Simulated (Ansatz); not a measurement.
WC in Ansatz: the effect of functional

Crystal: WC.

```
W C
1.0
     0.00000    2.16305    2.16305
     2.16305    0.00000    2.16305
     2.16305    2.16305    0.00000
W C
1 1
Direct
  0.00000 0.00000 0.00000
  0.50000 0.50000 0.50000
```

Measurements of this composition are mostly on another form, of space group No. 187.

The cell isn't the ideal one: volume scaled by 0.96.

Alike in all runs:

* Program: Ansatz 0.2.0
* Task: single point
* Potentials or basis: Ansatz PAW
* k mesh: 10 × 10 × 10
* Occupations: fermi-dirac, width 0.05 eV
* Spin: no spin polarisation

| functional | cutoff | pressure (GPa) |
| --- | --- | --- |
| LDA | 420 eV (not typed: the program's choice for these potentials) | ? |
| PBEsol | 420 eV (not typed: the program's choice for these potentials) | 5.2 |
| r2SCAN | 500 eV (not typed: the program's choice for these potentials) | 10.6 |

Task: What does the run with functional LDA give?

Result: Pressure -1.2 GPa.

Caveats: the PAW data sets come from PBE, with cores solved anew for the run's functional, which leaves a small shift of forces and pressure.
